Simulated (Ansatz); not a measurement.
**Rh: one input, then a changed one**

The structure comes from a relaxation in the same program, started in the bcc type. Whether it is a known phase or the ground state wasn't checked. The listed cell was then made from it by scaling, straining or moving an atom.

First run: DFT, r2SCAN, PAW with Ansatz's default frozen-core files, scalar-relativistic (Ansatz 0.2.0).

Command: `ansatz run input.yaml --threads 1 --pin off --max-ram 2048MiB --backend cpu --events-out ev --progress --plain --runs-dir out` The run took 5.3 s on 1 thread of AMD EPYC 7R43 64-Core Processor (Zen 3), with other jobs on the host, peak memory 0.38 GiB.

```yaml
crystal:
  lattice:
    - [-1.514478749, 1.514478749, 1.514478749]
    - [1.514478749, -1.514478749, 1.514478749]
    - [1.514478749, 1.514478749, -1.514478749]
  atoms:
    - { symbol: Rh, position: [0.0, 0.0, 0.0] }
kpoints:
  mp_grid: { grid: [16, 16, 16] }
scf:
  occupations: { method: fermi_dirac, width: 0.05 }
hamiltonian:
  xc: r2scan
  pseudopotentials: { kind: paw }
output:
  forces: true
  stress: true
  eigenvalues: true
  efg: { contact_densities: true }
```

Result: converged; pressure 4.06 GPa; 6 SCF iterations.

Spin polarisation is left out, and whether a magnetic state lies lower isn't shown here.

The input is then changed:

```diff
@@ -10,4 +10,5 @@
 scf:
   occupations: { method: fermi_dirac, width: 0.05 }
+  convergence: { dr2_threshold: 1.0e-11 }
 hamiltonian:
   xc: r2scan
@@ -18,3 +19,5 @@
   eigenvalues: true
   efg: { contact_densities: true }
+basis:
+  ecutwfc: "700 eV"
```

Question: Predict the outcome of the changed run.

Answer: It converged; energy at zero smearing -1.1 meV/atom from the first run; pressure 4.07 GPa; 9 SCF iterations.
